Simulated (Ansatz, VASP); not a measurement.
## Al: VASP beside Ansatz

```
Al
1.0
     2.79358    0.00000    0.00000
    -1.39679    2.41931    0.00000
     0.00000    0.00000    4.83419
Al
2
Direct
  0.33333 0.66667 0.25000
  0.66667 0.33333 0.75000
```

This isn't the form of Al at room conditions, which is fcc.

Alike in both runs: task single point; functional r2SCAN; k mesh 11 × 11 × 6; occupations fermi-dirac, width 0.05 eV; no spin polarisation.

```csv
,VASP,Ansatz
version,VASP 6.6.1,Ansatz 0.2.0
potentials or method,"VASP PAW PBE potentials, release 64 (Al)",Ansatz PAW
plane-wave cutoff (eV),520,500
valence electrons in the cell,6,6
```

Ansatz gave:

- gap on the k mesh at the Fermi level (eV): none
- pressure (GPa): -1.2
- largest component of the traceless stress (GPa): 4.18

Task: Which values does VASP return?

Result: gap on the k mesh at the Fermi level (eV): none; pressure (GPa): -1.5; largest component of the traceless stress (GPa): 4.16.

A gap of «none» marks a metal or a gap that the smearing closes.

Caveats: the PAW data sets were made with another functional, which shifts forces and pressure a little (VASP); the PAW data sets come from PBE, with cores solved anew for the run's functional, which leaves a small shift of forces and pressure (Ansatz).
